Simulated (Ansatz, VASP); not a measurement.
**CdSe in VASP and in Ansatz**

INCAR

```
  PREC = Accurate
  ENCUT = 520
  EDIFF = 1E-7
  ISMEAR = 0
  SIGMA = 0.05
  LREAL = False
  LASPH = True
  NELM = 60
  ALGO = Normal
  ISIF = 2
  LWAVE = False
  LCHARG = True
  GGA = PS
  LELF = True
  LVHAR = True
  NBANDS = 16
```

The input KPOINTS:

```
regular mesh
0
Gamma
  10 10 10
```

File POSCAR:

```
CdSe
1.0
    0.0000000000      2.9872941707      2.9872941707
    2.9872941707      0.0000000000      2.9872941707
    2.7610564255      2.7610564255      0.2262377452
Cd Se
1 1
Direct
    0.0000000000      0.0000000000      0.0000000000
    0.7500000000      0.7500000000      0.7500000000
```

Input for Ansatz:

```yaml
crystal:
  lattice:
    - [0.0, 2.9872941707, 2.9872941707]
    - [2.9872941707, 0.0, 2.9872941707]
    - [2.7610564255, 2.7610564255, 0.2262377452]
  atoms:
    - { symbol: Cd, position: [0.0, 0.0, 0.0] }
    - { symbol: Se, position: [0.75, 0.75, 0.75] }
basis:
  ecutwfc: 420
kpoints:
  mp_grid: { grid: [10, 10, 10] }
hamiltonian:
  xc: pbesol
scf:
  occupations: { method: gaussian, width: 0.05 }
output:
  forces: true
  stress: true
  eigenvalues: true
```

Alike in both runs: task single point; functional PBEsol; k mesh 10 × 10 × 10; occupations gaussian, width 0.05 eV; no spin polarisation.

|  | VASP | Ansatz |
| --- | --- | --- |
| version | VASP 6.6.1 | Ansatz 0.2.0 |
| potentials or method | VASP PAW PBE potentials, release 64 (Cd, Se) | scalar-relativistic, plane waves, PAW |
| plane-wave cutoff (eV) | 520 | 420 |
| valence electrons in the cell | 18 | 36 |

VASP gave:

| Property | Result |
| --- | --- |
| gap on the k mesh at the Fermi level (eV) | 0.63 |
| least direct gap on the mesh (eV) | 0.63 |
| pressure (GPa) | 16.7 |
| largest component of the traceless stress (GPa) | 8.60 |
| rms of the force components (eV/Å) | 1.567 |

**Question.** What did Ansatz give for the same quantities?

**Answer.** gap on the k mesh at the Fermi level (eV): 0.62; least direct gap on the mesh (eV): 0.62; pressure (GPa): 15.9; largest component of the traceless stress (GPa): 8.38; rms of the force components (eV/Å): 1.517.

Atom by atom the forces differ by 0.050 eV/Å (rms over components). The two sets of potentials don't hold the same shells in valence.

Caveats: so large a pressure means that the cell lies far from this level's equilibrium, or that cutoff or potentials fall short (VASP); the potentials were made for another functional, which shifts forces and pressure (VASP).
